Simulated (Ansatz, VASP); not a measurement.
Si (a cell with a defect): VASP beside Ansatz

```
Si
1.0
     0.00000    5.43000    5.43000
     5.43000    0.00000    5.43000
     5.43000    5.43000    0.00000
Si
17
Cartesian
  -0.0850 -0.0842 0.1168
  1.3026 1.3042 1.3824
  2.5099 2.5114 -0.2074
  3.8783 3.8795 1.1620
  2.7110 0.0478 2.7591
  3.9904 1.4250 4.1376
  5.3452 2.8357 2.6290
  6.7330 4.1016 4.0162
  0.0462 2.7128 2.7591
  1.4239 3.9919 4.1377
  2.8341 5.3461 2.6290
  4.1000 6.7343 4.0160
  2.8625 2.8637 5.5759
  4.2214 4.2231 6.9346
  5.4761 5.4777 5.4244
  6.8539 6.8551 6.7039
  6.1817 6.1838 8.8941
```

Alike in both runs: functional LDA; k mesh 2 × 2 × 2; occupations gaussian, width 0.05 eV; no spin polarisation.

Ansatz relaxed the structure, and its values are those at the end. VASP's run is a single point on that final structure, the one shown.

|  | VASP | Ansatz |
| --- | --- | --- |
| version | VASP 6.6.1 | Ansatz 0.2.0 |
| potentials or method | VASP PAW LDA potentials, release 64 (Si) | scalar-relativistic, plane waves, PAW |
| plane-wave cutoff (eV) | 520 | 420 |
| valence electrons in the cell | 68 | 68 |

Ansatz gave:

```
rms of the force components (eV/Å) : 0.011
```

**Question.** Estimate VASP's values.

**Answer.** rms of the force components (eV/Å): 0.010.

Ansatz warned: «pseudo_functional_mismatch».

Caveats: the k mesh is coarse (spacing up to 0.50 Å⁻¹), so the values aren't converged.
